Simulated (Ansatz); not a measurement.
# InGa3N4: the cost of one run

Program: Ansatz 0.2.0. Level of theory: DFT PBE, scalar-relativistic, plane waves, PAW. These are calculated values, not measurements.

## Step 1: The system as given

It takes space group P-4m2 (No. 115, tetragonal). Conventional cell: a = 3.294 Å, b = 3.294 Å, c = 9.398 Å, α = 90.00°, β = 90.00°, γ = 90.00°. In (site symmetry -4m2) is surrounded by 4 N at 2.15 Å. Ga (site symmetry 2mm) is surrounded by 4 N at 1.98 to 1.99 Å. Ga (site symmetry -4m2) has 4 N at 1.98 Å in its first shell of neighbours. N (site symmetry 2mm) has 2 Ga at 1.98 Å and 2 In at 2.15 Å in its first shell of neighbours. Around N (site symmetry 2mm) lie 4 Ga at 1.98 to 1.99 Å.

Structure file:

```cif
data_structure
_symmetry_space_group_name_H-M 'P 1'
_symmetry_Int_Tables_number 1
_cell_length_a 3.2941
_cell_length_b 3.2941
_cell_length_c 9.3975
_cell_angle_alpha 90.000
_cell_angle_beta 90.000
_cell_angle_gamma 90.000
_cell_volume 101.97
loop_
_atom_site_label
_atom_site_type_symbol
_atom_site_fract_x
_atom_site_fract_y
_atom_site_fract_z
_atom_site_occupancy
In1 In 0.00000 0.00000 0.00000 1
Ga1 Ga 0.50000 0.50000 0.26405 1
Ga2 Ga 0.00000 0.00000 0.50000 1
Ga3 Ga 0.50000 0.50000 0.73594 1
N1 N 0.50000 0.00000 0.14743 1
N2 N 0.00000 0.50000 0.38215 1
N3 N 0.50000 0.00000 0.61785 1
N4 N 0.00000 0.50000 0.85257 1
```

The start is the relaxed end of an invented cell (made as: elements ordered on the sites of the GaN type, Ga/In on Ga (P-4m2, No. 115)), taken up again for a closer look.

## Step 2: The guess as it stands, on a coarse mesh

Contents of input.yaml:

```yaml
crystal:
  lattice:
    - [3.294106, 0.0, 0.0]
    - [0.0, 3.294106, 0.0]
    - [0.0, 0.0, 9.3975081]
  atoms:
    - { symbol: In, position: [0.0, 0.0, 0.0] }
    - { symbol: Ga, position: [0.5, 0.5, 0.264055] }
    - { symbol: Ga, position: [0.0, 0.0, 0.5] }
    - { symbol: Ga, position: [0.5, 0.5, 0.735945] }
    - { symbol: "N", position: [0.5, 0.0, 0.147425] }
    - { symbol: "N", position: [0.0, 0.5, 0.382153] }
    - { symbol: "N", position: [0.5, 0.0, 0.617847] }
    - { symbol: "N", position: [0.0, 0.5, 0.852575] }
basis:
  ecutwfc: 420
kpoints:
  mp_grid: { grid: [6, 6, 2] }
hamiltonian:
  xc: pbe
scf:
  occupations: { method: gaussian, width: 0.1 }
  lower_state_search: "off"
output:
  forces: true
  stress: true
  eigenvalues: true
```

Started as:

```sh
$ ansatz run input.yaml --threads 4 --pin off --max-ram 8192MiB --backend cpu --events-out ev --progress --plain --runs-dir out
```

**Question.** How long does this run take on 4 threads of Intel Xeon 6975P-C (Granite Rapids), shared host, and how much memory does it need?

About 1.2 s, with a peak of 0.45 GiB.
